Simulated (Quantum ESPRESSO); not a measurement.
Ti:

```xyz
1
Lattice="0.0000 2.0300 2.0300 2.0300 0.0000 2.0300 2.0300 2.0300 0.0000" Properties=species:S:1:pos:R:3 pbc="T T T"
Ti    0.0000    0.0000    0.0000
```

This isn't the form of Ti at room conditions, which is hcp.

```yaml
Program: Quantum ESPRESSO 7.5
Task: single point
Functional: PBEsol
Potentials_or_basis: GBRV 1.5 PBEsol
Cutoff: 612 eV
Density_cutoff: 4898 eV
k_mesh: 11 × 11 × 11
Occupations: fermi-dirac, width 0.05 eV
Spin: no spin polarisation
```

On this cell: pressure -0.5 GPa; band gap on the k mesh none (metal or under the smearing width).

The same run follows on a disturbed copy (cell strained at random at fixed volume):

```xyz
1
Lattice="0.0218 1.9987 2.0313 2.0065 0.0030 2.0501 2.0395 2.0505 -0.0301" Properties=species:S:1:pos:R:3 pbc="T T T"
Ti    0.0208   -0.0177   -0.0242
```

What changes?

The energy (extrapolated to zero smearing) moves by +5.8 meV/atom; pressure -0.4 GPa; band gap on the k mesh none (metal or under the smearing width).

Stress tensor (GPa, compression positive):
```
 0.12 -1.80  0.17
-1.80 -0.12  1.48
 0.17  1.48 -1.30
```
